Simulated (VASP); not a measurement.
# AlRu (P4/mmm) in VASP: single point with r2SCAN

Aim: the single point of AlRu with r2SCAN.

Everything below comes from runs of VASP 6.6.1. Logs are shortened: lines on timing, memory, paths and dates and some standing lists are left out, and cuts for length are marked.

## (1) The cell of the first run

The structure is tetragonal, space group P4/mmm (No. 123). Conventional cell: a = 3.081 Å, b = 3.081 Å, c = 2.902 Å, α = 90.00°, β = 90.00°, γ = 90.00°. Al (site symmetry 4/mmm) has 8 Ru at 2.62 Å and 2 Al at 2.90 Å as nearest neighbours. Ru (site symmetry 4/mmm) has 8 Al at 2.62 Å and 2 Ru at 2.90 Å as nearest neighbours.

## (2) Single point, r2SCAN (strain +0.030 along x and y, -0.030 along z, atoms carried along)

POSCAR reads:

```
AlRu
1.0
    3.0813480000      0.0000000000      0.0000000000
    0.0000000000      3.0813480000      0.0000000000
    0.0000000000      0.0000000000      2.9018520000
Al Ru
1 1
Direct
    0.0000000000      0.0000000000      0.0000000000
    0.5000000000      0.5000000000      0.5000000000
```

INCAR.step1 reads:

```
  PREC = Accurate
  ENCUT = 520
  ISMEAR = 0
  SIGMA = 0.15
  LREAL = F
  LASPH = T
  NELM = 100
  NBANDS = 16
  GGA = PE
  ALGO = Normal
  EDIFF = 1E-4
  LWAVE = T
  LCHARG = F
```

INCAR.step2 reads:

```
  PREC = Accurate
  ENCUT = 520
  EDIFF = 1E-6
  ISMEAR = 0
  SIGMA = 0.15
  LREAL = F
  LASPH = T
  NELM = 100
  ALGO = Normal
  ISIF = 2
  LWAVE = F
  LCHARG = F
  METAGGA = R2SCAN
  LMIXTAU = T
  NBANDS = 16
  ISTART = 1
```

KPOINTS reads:

```
Automatic mesh
0
Gamma
  16 16 16
```

Potentials or basis: VASP PAW PBE potentials, release 64 (Al, Ru_pv).

Run with:

```bash
cat potpaw_PBE.64/Al/POTCAR potpaw_PBE.64/Ru_pv/POTCAR > POTCAR
cp INCAR.step1 INCAR
mpirun -np 1 vasp_std > vasp.out
cp INCAR.step2 INCAR
mpirun -np 1 vasp_std > vasp.out
```

OUTCAR:

```text
PREC = Accurate
   ENCUT = 520
   EDIFF = 1E-6
   ISMEAR = 0
   LREAL = F
   LASPH = T
   NELM = 100
   ISIF = 2
   METAGGA = R2SCAN
   ISTART = 1

 ion  position               nearest neighbor table
   1  0.000  0.000  0.000-   2 2.62   2 2.62   2 2.62   2 2.62   2 2.62   2 2.62   2 2.62   2 2.62

   2  0.500  0.500  0.500-   1 2.62   1 2.62   1 2.62   1 2.62   1 2.62   1 2.62   1 2.62   1 2.62

  LATTYP: Found a simple tetragonal cell.
 ALAT       =     3.0813480000
 C/A-ratio  =     0.9417475728

  Lattice vectors:

 A1 = (   3.0813480000,   0.0000000000,   0.0000000000)
 A2 = (   0.0000000000,   3.0813480000,   0.0000000000)
 A3 = (   0.0000000000,   0.0000000000,   2.9018520000)

Analysis of symmetry for initial positions (statically):
=====================================================================
 Subroutine PRICEL returns:
 Original cell was already a primitive cell.

 Routine SETGRP: Setting up the symmetry group for a
 simple tetragonal supercell.

 Subroutine GETGRP returns: Found 16 space group operations
 (whereof 16 operations were pure point group operations)
 out of a pool of 16 trial point group operations.

The static configuration has the point symmetry D_4h.

Analysis of symmetry for dynamics (positions and initial velocities):
=====================================================================
 Subroutine PRICEL returns:
 Original cell was already a primitive cell.

 Routine SETGRP: Setting up the symmetry group for a
 simple tetragonal supercell.

 Subroutine GETGRP returns: Found 16 space group operations
 (whereof 16 operations were pure point group operations)
 out of a pool of 16 trial point group operations.

The dynamic configuration has the point symmetry D_4h.

 Subroutine INISYM returns: Found 16 space group operations
 (whereof 16 operations are pure point group operations),
 and found     1 'primitive' translations

----------------------------------------------------------------------------------------

                                     Primitive cell

  volume of cell :      27.5522

  direct lattice vectors                    reciprocal lattice vectors
     3.081348000  0.000000000  0.000000000     0.324533289  0.000000000  0.000000000
     0.000000000  3.081348000  0.000000000     0.000000000  0.324533289  0.000000000
     0.000000000  0.000000000  2.901852000     0.000000000  0.000000000  0.344607513

  length of vectors
     3.081348000  3.081348000  2.901852000     0.324533289  0.324533289  0.344607513

  position of ions in fractional coordinates (direct lattice)
     0.000000000  0.000000000  0.000000000
     0.500000000  0.500000000  0.500000000

  ion indices of the primitive-cell ions
   primitive index   ion index
                 1           1
                 2           2

----------------------------------------------------------------------------------------

 KPOINTS: Automatic mesh

Automatic generation of k-mesh.
 Grid dimensions read from file:
 generate k-points for:   16   16   16

 Generating k-lattice:

  Cartesian coordinates                     Fractional coordinates (reciprocal lattice)
     0.020283331  0.000000000  0.000000000     0.062500000  0.000000000  0.000000000
     0.000000000  0.020283331  0.000000000     0.000000000  0.062500000  0.000000000
     0.000000000  0.000000000  0.021537970     0.000000000  0.000000000  0.062500000

  Length of vectors
     0.020283331  0.020283331  0.021537970

  Shift w.r.t. Gamma in fractional coordinates (k-lattice)
     0.000000000  0.000000000  0.000000000

 Subroutine IBZKPT returns following result:
 ===========================================

 Found    405 irreducible k-points:

 Following reciprocal coordinates:
            Coordinates               Weight
  0.000000  0.000000  0.000000      1.000000
  0.062500  0.000000  0.000000      4.000000
  0.125000  0.000000  0.000000      4.000000
  0.187500  0.000000  0.000000      4.000000
  0.250000  0.000000  0.000000      4.000000
  0.312500  0.000000  0.000000      4.000000
[... 16 lines left out ...]
  0.437500  0.125000  0.000000      8.000000
  0.500000  0.125000  0.000000      4.000000
 [... further k-points ...]
   k-points           NKPTS =    405   k-points in BZ     NKDIM =    405   number of bands    NBANDS=     16
   number of dos      NEDOS =    301   number of ions     NIONS =      2
   total plane-waves  NPLWV =  13824
   dimension x,y,z NGX =    24 NGY =   24 NGZ =   24
   dimension x,y,z NGXF=    48 NGYF=   48 NGZF=   48
   ions per type =               1   1
   NGX,Y,Z   is equivalent  to a cutoff of  12.95, 12.95, 13.75 a.u.
   NGXF,Y,Z  is equivalent  to a cutoff of  25.90, 25.90, 27.50 a.u.
 SYSTEM =  unknown system
   PREC   = accura    normal or accurate (medium, high low for compatibility)
   ISTART =      1    job   : 0-new  1-cont  2-samecut
   ICHARG =      0    charge: 1-file 2-atom 10-const
   ISPIN  =      1    spin polarized calculation?
   LNONCOLLINEAR =      F non collinear calculations
   LSORBIT =      F    spin-orbit coupling
   LASPH  =      T    aspherical Exc in radial PAW
   ENCUT  =  520.0 eV  38.22 Ry    6.18 a.u.   5.73  5.73  5.40*2*pi/ulx,y,z
   NELM   =    100;   NELMIN=  2; NELMDL=  0     # of ELM steps
   EDIFF  = 0.1E-05   stopping-criterion for ELM
   LREAL  =      F    real-space projection
   EDIFFG = 0.1E-04   stopping-criterion for IOM
   NSW    =      0    number of steps for IOM
   IBRION =     -1    ionic relax: 0-MD 1-quasi-New 2-CG
   NFREE  =      0    steps in history (QN), initial steepest desc. (CG)
   ISIF   =      2    stress and relaxation
   ISYM   =      2    0-nonsym 1-usesym 2-fastsym
   POTIM  = 0.5000    time-step for ionic-motion
   TEBEG  =    0.0;   TEEND  =   0.0 temperature during run
   PSTRESS=    0.0 pullay stress
   NELECT =      17.0000    total number of electrons
   NUPDOWN=      -1.0000    fix difference up-down
   EMIN   =  10.00;   EMAX   =-10.00  energy-range for DOS
   EFERMI =   0.00;   METHOD = LEGACY
   ISMEAR =     0;   SIGMA  =   0.15  broadening in eV -4-tet -1-fermi 0-gaus
   EFERMI_NEDOS =   21; number of points for ismear=-14 and -15
   IALGO  =     38    algorithm
   IMIX   =      4    mixing-type and parameters
     AMIX     =   0.40;   BMIX     =  1.00
     AMIX_MAG =   1.60;   BMIX_MAG =  1.00
  volume/ion in A,a.u.               =      13.78        92.97
  Fermi-wavevector in a.u.,A,eV,Ry     =   1.393709  2.633729 26.428307  1.942426
  Thomas-Fermi vector in A             =   2.517329
   LORBIT       =      0    0 simple, 1 ext, 2 COOP (PROOUT), +10 PAW based schemes
   METAGGA = R2SCAN    functional components
   LHFCALC =     F    Hartree Fock is set to
   AEXX    =    0.0000 exact exchange contribution
   IVDW    =     0    specifies the selected vdW correction
   LEPSILON=     F    determine dielectric tensor
   LRPA    =     F    only Hartree local field effects (RPA)
 non-spin polarized calculation
 Gauss-broadening in eV      SIGMA  =   0.15
  energy-cutoff  :      520.00
  volume of cell :       27.55
 maximum number of plane-waves:       768
 NGX is ok and might be reduce to    24
   NGX = 11   NGY = 11   NGZ = 11

 number of electron      17.0000007 magnetization

 Free energy of the ion-electron system (eV)
  ---------------------------------------------------
  ext. energy  EPLUGINS =         0.00000000
  ---------------------------------------------------
  free energy    TOTEN  =       -33.55839578 eV

  energy without entropy =      -33.54091532  energy(sigma->0) =      -33.54965555

 E-fermi :  10.2114     XC(G=0): -13.4550

 val. band max:       10.2060782819   @ k =   0.2500   0.0000   0.1250
 cond. band min:      10.2141393072   @ k =   0.1250   0.1250   0.0000
 fundamental gap:      0.0080610253
 Fermi energy:        10.2113629600

 k-point     1 :       0.0000    0.0000    0.0000
  band No.  band energies     occupation
      1     -32.9184      2.00000
      2     -32.9184      2.00000
      3     -32.8362      2.00000
      4       0.1634      2.00000
      5       6.6378      2.00000
      6       6.6403      2.00000
[... 8 lines left out ...]
     15      21.5381      0.00000
     16      26.2164      0.00000

 k-point     2 :       0.0625    0.0000    0.0000
  band No.  band energies     occupation
      1     -32.9250      2.00000
      2     -32.9178      2.00000
      3     -32.8357      2.00000
      4       0.2383      2.00000
      5       6.6534      2.00000
      6       6.6649      2.00000
[... 8 lines left out ...]
     15      21.7888      0.00000
     16      26.3863      0.00000

 k-point     3 :       0.1250    0.0000    0.0000
  band No.  band energies     occupation
      1     -32.9437      2.00000
      2     -32.9162      2.00000
      3     -32.8343      2.00000
      4       0.4607      2.00000
      5       6.6820      2.00000
      6       6.7386      2.00000
[... 8 lines left out ...]
     15      22.4679      0.00000
     16      26.9457      0.00000

 k-point     4 :       0.1875    0.0000    0.0000
  band No.  band energies     occupation
      1     -32.9717      2.00000
      2     -32.9138      2.00000
      3     -32.8321      2.00000
      4       0.8234      2.00000
      5       6.6759      2.00000
      6       6.8513      2.00000
[... 8 lines left out ...]
     15      23.1285      0.00000
     16      27.9604      0.00000
[... 324 lines left out ...]
 k-point    22 :       0.3750    0.1250    0.0000
  band No.  band energies     occupation
      1     -33.0617      2.00000
      2     -32.9301      2.00000
      3     -32.8227      2.00000
      4       2.8345      2.00000
      5       5.7718      2.00000
      6       7.3643      2.00000
[... 8 lines left out ...]
     15      23.5147      0.00000
     16      25.1568      0.00000

 k-point    23 :       0.4375    0.1250    0.0000
  band No.  band energies     occupation
      1     -33.0800      2.00000
      2     -32.9284      2.00000
      3     -32.8212      2.00000
      4       3.5654      2.00000
      5       5.0919      2.00000
      6       7.4715      2.00000
[... 8 lines left out ...]
     15      22.6863      0.00000
     16      24.6665      0.00000

 k-point    24 :       0.5000    0.1250    0.0000
  band No.  band energies     occupation
      1     -33.0864      2.00000
      2     -32.9278      2.00000
      3     -32.8207      2.00000
      4       4.2397      2.00000
      5       4.4303      2.00000
      6       7.5127      2.00000
[... 8 lines left out ...]
     15      23.4489      0.00000
     16      23.8626      0.00000

 [... further k-points ...]

------------------------ aborting loop because EDIFF is reached ----------------------------------------

  FORCE on cell =-STRESS in cart. coord.  units (eV):
  Direction    XX          YY          ZZ          XY          YZ          ZX
  --------------------------------------------------------------------------------------
  -------------------------------------------------------------------------------------
  Total       -1.8626274     -1.8626274      0.0193109      0.0000000     -0.0000000     -0.0000000
  in kB     -108.3128073   -108.3128073      1.1229384      0.0000000     -0.0000000     -0.0000000
  external PRESSURE =     -71.8342254 kB  Pullay stress =       0.0000000 kB

 VOLUME and BASIS-vectors are now :
 -----------------------------------------------------------------------------
  energy-cutoff  :      520.00
  volume of cell :       27.55
      direct lattice vectors                 reciprocal lattice vectors
     3.081348000  0.000000000  0.000000000     0.324533289  0.000000000  0.000000000
     0.000000000  3.081348000  0.000000000     0.000000000  0.324533289  0.000000000
     0.000000000  0.000000000  2.901852000     0.000000000  0.000000000  0.344607513

 POSITION                                       TOTAL-FORCE (eV/Angst)
 -----------------------------------------------------------------------------------
      0.00000      0.00000      0.00000         0.000000      0.000000      0.000000
      1.54067      1.54067      1.45093         0.000000      0.000000      0.000000
 -----------------------------------------------------------------------------------
    total drift:                                0.000000     -0.000000     -0.000000

  FREE ENERGIE OF THE ION-ELECTRON SYSTEM (eV)
  ---------------------------------------------------
  free  energy   TOTEN  =       -33.5583957820 eV

  energy  without entropy=      -33.5409153164  energy(sigma->0) =      -33.54965555
```

It took 2.9 min on 1 thread of Intel Xeon Platinum 8488C (Sapphire Rapids), shared host; peak memory 0.29 GiB.

What came out:

- Free energy: -33.5584 eV
- Pressure: -7.2 GPa
- Band gap on the k mesh: none (metal or under the smearing width)

Stress tensor (GPa, compression positive):
```
-10.83   0.00   0.00
  0.00 -10.83   0.00
  0.00   0.00   0.11
```

Levels at points of the mesh, in eV from the Fermi level:
| k point | band 6 | band 7 | band 8 | band 9 | band 10 | band 11 | band 12 | band 13 |
| --- | --- | --- | --- | --- | --- | --- | --- | --- |
| (0.00, 0.00, 0.00) | -3.57 | -0.15 | 0.28 | 0.28 | 5.69 | 5.69 | 7.67 | 10.29 |
| (0.50, 0.00, 0.00) | -2.83 | -1.91 | -1.17 | 0.49 | 2.03 | 7.68 | 10.29 | 10.86 |
| (0.50, 0.50, 0.00) | -1.74 | -1.74 | -0.83 | -0.83 | 1.37 | 4.86 | 6.09 | 10.29 |
| (0.00, 0.00, 0.50) | -2.54 | -1.92 | -1.92 | 0.20 | 3.03 | 7.69 | 10.29 | 10.89 |
| (0.50, 0.00, 0.50) | -1.59 | -1.51 | -1.32 | -1.15 | 1.68 | 5.78 | 6.53 | 10.29 |
| (0.50, 0.50, 0.50) | -4.72 | 1.51 | 1.90 | 2.99 | 4.09 | 4.09 | 4.49 | 8.06 |

Caveat: the PAW data sets were made with another functional, which shifts forces and pressure a little.
